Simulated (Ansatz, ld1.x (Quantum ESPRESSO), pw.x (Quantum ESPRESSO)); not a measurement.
## B: one change to the RRKJ potential, in the atom and in the fcc crystal

```
Element                 : boron (B)
Generator               : ld1.x (Quantum ESPRESSO) 7.5
Type                    : norm-conserving RRKJ (Kleinman–Bylander form)
Functional              : PBE
Relativity              : scalar-relativistic
Frozen core             : [He]
Valence charge          : 3
Reference configuration : 2s1.5 2p1.5
Partial waves           : 2p (bound): rc 2.80 bohr; 2s (bound): rc 1.65 bohr
Local potential         : the s channel
Core correction         : none
```

Change: all radii scaled by about 1.11 (s 1.82, p 3.10 bohr).

Cutoffs, loose and tight: the cutoffs (Ry, on a coarse ladder) from which the occupation-weighted sum of valence levels, in a spherical-Bessel basis at the reference potential, stays within 10 and 1 mRy of its value at 400 Ry. They do not see the model core or the augmentation charge, which bear on the density cutoff. Test errors are all-electron minus pseudo excitation energies from the reference, over the configurations 2s2 2p1; 2s2 2p0; 2s1 2p0; 2s1 2p1; 2s2 2p0.5; 2s2 2p1.3; 2s0 2p3; variants that change the core or the reference have their own tests.

Crystal test: fcc B in pw.x 7.5, no spin, 18³ k-points, Fermi–Dirac smearing 0.01 Ry, cutoffs set for each file from its atomic test. The reference is all-electron LAPW (Ansatz 0.2.0) with the same functional, mesh and smearing; V0 and B0 come from Birch–Murnaghan fits to the pressures at five volumes. Errors are pseudo minus all-electron; Δ is the rms difference of the E(V) curves that follow from these fits, minima aligned, over ±6 % about the mean V0. Mesh and smearing are coarse, so the numbers serve the comparison and aren't converged zero-temperature values; the lattice is a test structure that the element need not adopt.

All-electron: a0 = 2.867 Å (V0 = 5.89 Å³/atom), B0 = 270.8 GPa.

Problem. Does the change bring the crystal closer to the all-electron result?

Solution. The mean pressure error goes from -8.51 to -33.49 GPa, so the change moves the solid further from the all-electron pressures.

| quantity | base | changed |
| --- | --- | --- |
| outcome (atom) | generated | generated |
| cutoff, loose (atom) | 18 Ry | 15 Ry |
| cutoff, tight (atom) | 40 Ry | 35 Ry |
| bound ghosts (atom) | none | none |
| largest test error (meV) (atom) | +398 | +182 over the solved tests; 1 of 7 tests not solved or not reliable |
| cutoffs in pw.x (Ry) | 50/200 | 45/180 |
| a0 (Å) | 2.830 | – |
| a0 error (%) | -1.26 | – |
| B0 error (%) | -14.2 | – |
| Δ (meV/atom) | 12.6 | – |
| mean pressure error (GPa) | -8.51 | -33.49 |

A dash: not determined, or the minimum lies outside the volumes sampled.

Base: The largest radius (2.80 bohr) exceeds half the bond length (1.92 bohr), so the spheres overlap, which is one possible source of error among others. This is a poor potential for the solid. Changed file: The largest radius (3.10 bohr) exceeds half the bond length (1.92 bohr), so the spheres overlap, which is one possible source of error among others. This is a poor potential for the solid. Atomic configuration tests: 1 of 7 tests not solved or not reliable.
